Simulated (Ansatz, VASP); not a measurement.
Given: the input of a run of VASP 6.6.1 on Pb.

File INCAR:

```
ALGO = Normal
EDIFF = 1E-7
ENCUT = 520
GGA = PS
ISIF = 2
ISMEAR = -1
LASPH = True
LCHARG = False
LREAL = False
LWAVE = False
NBANDS = 21
NELM = 60
PREC = Accurate
SIGMA = 0.05
```

File KPOINTS:

```
k-points
0
Gamma
  7 7 7
```

File POSCAR:

```
Pb
1.0
    0.0000000000      3.4390000555      3.4390000555
    3.4390000555      0.0000000000      3.4390000555
    3.4390000555      3.4390000555      0.0000000000
Pb
2
Direct
    0.2423290000      0.2487010000      0.2487110000
    0.0096820000     -0.0173760000      0.0178080000
```

Potentials or basis: VASP PAW PBE potentials, release 64 (Pb_d).

Command:

```sh
$ cat potpaw_PBE.64/Pb_d/POTCAR > POTCAR
$ mpirun -np 1 vasp_std > vasp.out
```

Problem. Set up the same calculation for Ansatz 0.2.0. Potentials there: Ansatz PAW.

Solution. As run (the cutoff follows the program's own potentials):

Contents of input.yaml:

```yaml
crystal:
  lattice:
    - [0.0, 3.4390000555, 3.4390000555]
    - [3.4390000555, 0.0, 3.4390000555]
    - [3.4390000555, 3.4390000555, 0.0]
  atoms:
    - { symbol: Pb, position: [0.242329, 0.248701, 0.248711] }
    - { symbol: Pb, position: [0.009682, -0.017376, 0.017808] }
hamiltonian:
  xc: pbesol
  pseudopotentials: { kind: paw }
kpoints:
  mp_grid: { grid: [7, 7, 7] }
scf:
  occupations: { method: fermi_dirac, width: 0.05 }
output:
  forces: true
  stress: true
  eigenvalues: true
```

Potentials or basis: Ansatz PAW.

Command:

```bash
$ ansatz run input.yaml --threads 1 --pin off --max-ram 3584MiB --backend cpu --events-out ev --progress --plain --runs-dir out
```

Both were run:

|  | VASP | Ansatz | Ansatz less VASP |
| --- | --- | --- | --- |
| gap on the k mesh at the Fermi level (eV) | none | none | - |
| pressure (GPa) | 0.6 | 0.6 | +0.06 |
| largest component of the traceless stress (GPa) | 1.66 | 1.67 | +0.003 |
| rms of the force components (eV/Å) | 0.355 | 0.355 | +0.0003 |

Atom by atom the forces differ by 0.000 eV/Å (rms over components). A gap of «none» marks a metal or a gap that the smearing closes. With one functional, cell and mesh, what is left measures potentials, basis and numerics.

Caveats: the PAW data sets were made with another functional, which shifts forces and pressure a little (VASP); the PAW data sets come from PBE, with cores solved anew for the run's functional, which leaves a small shift of forces and pressure (Ansatz). Spin-orbit coupling is left out, which matters for the levels of Pb.
